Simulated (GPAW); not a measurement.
NiO, 2 atoms in the cell. The structure is cubic, space group Fm-3m (No. 225). The conventional cell has a = 4.172 Å, b = 4.172 Å, c = 4.172 Å, α = 90.00°, β = 90.00°, γ = 90.00°. Ni (site symmetry m-3m) is surrounded by 6 O at 2.09 Å. O (site symmetry m-3m) is surrounded by 6 Ni at 2.09 Å. 

```yaml
Program: GPAW 26.7.0
Task: band structure
Functional: r2SCAN
Potentials_or_basis: GPAW PAW data sets (gpaw-data 1.2.1)
Cutoff: 800 eV
Basis: pw
k_mesh: 8 × 8 × 8
Occupations: fermi-dirac, width 0.05 eV
Spin: collinear spin, ferromagnetic start
Starting_moments: "[1.0, 0.0] μB"
Hubbard_terms: Ni d U = 8 eV
Maxiter: 150
Band_path: GXWKGLUWLK,UX
Band_points: 100
```

Potentials or basis: GPAW PAW data sets (gpaw-data 1.2.1), pw.

Run with:

```sh
$ OMP_NUM_THREADS=1 python run.py
```

Hardware: 1 thread of Arm Neoverse V1 (shared host).

**Question.** Estimate the wall time of this run.

**Answer.** It took 3.1 min on 1 thread of Arm Neoverse V1, with other jobs on the host, peak memory 0.39 GiB. Counts: scf iterations 20, plane waves 950, bands 22, k points 29.
